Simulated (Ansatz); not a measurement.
# Structure types of C compared at 96 GPa

Structure types of C are relaxed in primitive cells with their symmetry kept at 96 GPa, on PAW files; LAPW relaxes the small cells further and takes the PAW cell for the others (marked *). The enthalpy is E + pV at zero temperature, without zero-point motion. Only the types listed were tried, and differences under about 5 meV/atom are mesh noise. Not among the end structures: diamond, which may lie lower.

All numbers are PBE results (scalar-relativistic) from Ansatz 0.2.0, with Fermi–Dirac smearing of 0.1 eV, no spin polarisation. Methods: LAPW: all electrons, basis error target 0.5 meV/atom; PAW: frozen-core files, cutoff 420 eV.

k meshes: fcc 25×25×25, bcc 25×25×25, hcp 23×23×13, graphite 16×16×5, sc 22×22×22, simple hexagonal 24×24×22.

Problem. Which type is lowest in enthalpy, and by how much?

Solution. graphite, 1803 meV/atom below sc. The whole table:

```tsv
start type	ends as	a, b, c (Å)	V (Å³/atom)	H − H(lowest), LAPW (meV/atom)	same, PAW
fcc	fcc, Fm-3m	2.749, 2.749, 2.749	5.19	4207.4	4204.2
bcc	bcc, Im-3m	2.157, 2.157, 2.157	5.01	3789.4	3786.4
hcp	distorted hcp, P6_3/mmc	1.611, 1.611, 4.556	5.12	3623.2	3627.7
graphite*	graphite, P6_3/mmc	2.355, 2.355, 4.651	5.58	0.0	0.0
sc	sc, Pm-3m	1.663, 1.663, 1.663	4.60	1803.0	1800.3
simple hexagonal	simple hexagonal, P6/mmm	1.864, 1.864, 1.527	4.60	1981.3	1979.3
```
